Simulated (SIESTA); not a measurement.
## Pb under changes of volume

One of the cells (30.929 Å³/atom); the others are scaled copies at fixed shape and fractional positions:

```xyz
1
Lattice="0.0000 2.4914 2.4914 2.4914 0.0000 2.4914 2.4914 2.4914 0.0000" Properties=species:S:1:pos:R:3 pbc="T T T"
Pb    0.0000    0.0000    0.0000
```

* Program: SIESTA 5.4.2
* Functional: PBE
* Potentials or basis: PseudoDojo 0.4 standard (PBE files)
* Basis: DZP (energy shift 0.003 Ry; two zetas on semicore shells)
* Grid cutoff: 500 Ry
* Energy shift: 0.003 Ry
* k mesh: 9 × 9 × 9
* Occupations: fermi-dirac, width 0.05 eV
* Spin: no spin polarisation

```tsv
volume (Å³/atom)	energy over the lowest point (meV/atom)	pressure (GPa)
28.503	66.84	6.4
29.110	45.27	5.0
29.716	28.61	3.9
30.929	?	?
31.535	2.31	1.0
32.142	0.00	0.2
```

Problem. What does the run at 30.929 Å³/atom give?

Solution. Energy over the lowest point 7.35 meV/atom; pressure 1.8 GPa.

Worked out: A Birch-Murnaghan fit of order 3 (a polynomial in V^(-2/3)) to the other rows has its minimum at 32.37 Å³/atom, just outside them, with B0 = V·E''(V) = 35 GPa and B' = 5.6. It gives 7.58 meV/atom at 30.929 Å³/atom, against the run's 7.35, and -dE/dV = 1.8 GPa, against 1.8.

Energies are extrapolated to zero smearing.

Caveats: the basis of atomic orbitals isn't converged, which shifts pressures, moduli and gaps.
